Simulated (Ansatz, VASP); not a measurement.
**Two plane-wave programs on H**

INCAR

```
PREC = Accurate ; ENCUT = 520
EDIFF = 1E-6 ; ISMEAR = 0
SIGMA = 0.05 ; LREAL = False
LASPH = True ; NELM = 60
ALGO = Normal ; ISIF = 2
LWAVE = False ; LCHARG = False
GGA = CA ; NBANDS = 10
```

File KPOINTS:

```
Automatic mesh
0
Gamma
  8 8 4
```

The input POSCAR:

```
H
1.0
    1.6073185635     -2.6633960242      0.0000000000
    1.6073185635      2.6633960242      0.0000000000
    0.0000000000      0.0000000000      6.4716128355
H
4
Direct
    0.5678085000      0.4321915000      0.9995149500
    0.4321915000      0.5678085000      0.0004850500
    0.4321915000      0.5678085000      0.4995149500
    0.5678085000      0.4321915000      0.5004850500
```

Input for Ansatz:

```yaml
crystal:
  lattice:
    - [1.6073185635, -2.6633960242, 0.0]
    - [1.6073185635, 2.6633960242, 0.0]
    - [0.0, 0.0, 6.4716128355]
  atoms:
    - { symbol: H, position: [0.5678085, 0.4321915, 0.99951495] }
    - { symbol: H, position: [0.4321915, 0.5678085, 0.00048505] }
    - { symbol: H, position: [0.4321915, 0.5678085, 0.49951495] }
    - { symbol: H, position: [0.5678085, 0.4321915, 0.50048505] }
basis:
  ecutwfc: 420
kpoints:
  mp_grid: { grid: [8, 8, 4] }
hamiltonian:
  xc: lda
scf:
  occupations: { method: gaussian, width: 0.05 }
output:
  forces: true
  stress: true
  eigenvalues: true
```

Change from the starting cell: strain -0.025 along x and y, +0.025 along z, atoms carried along.

Alike in both runs: task single point; functional LDA; k mesh 8 × 8 × 4; occupations gaussian, width 0.05 eV; no spin polarisation.

|  | VASP | Ansatz |
| --- | --- | --- |
| version | VASP 6.6.1 | Ansatz 0.2.0 |
| potentials or method | VASP PAW LDA potentials, release 64 (H) | scalar-relativistic, plane waves, PAW |
| plane-wave cutoff (eV) | 520 | 420 |
| valence electrons in the cell | 4 | 4 |

```tsv
	VASP	Ansatz	Ansatz less VASP
gap on the k mesh at the Fermi level (eV)	8.04	8.04	+0.006
least direct gap on the mesh (eV)	8.05	8.06	+0.006
pressure (GPa)	1.8	1.9	+0.16
largest component of the traceless stress (GPa)	4.61	4.62	+0.009
rms of the force components (eV/Å)	0.995	0.991	-0.0036
```

Atom by atom the forces differ by 0.004 eV/Å (rms over components).

Caveats: forces of over 1 eV/Å show positions far from the minimum, so gaps and moduli don't describe the material at rest. A k mesh can miss the band edges.
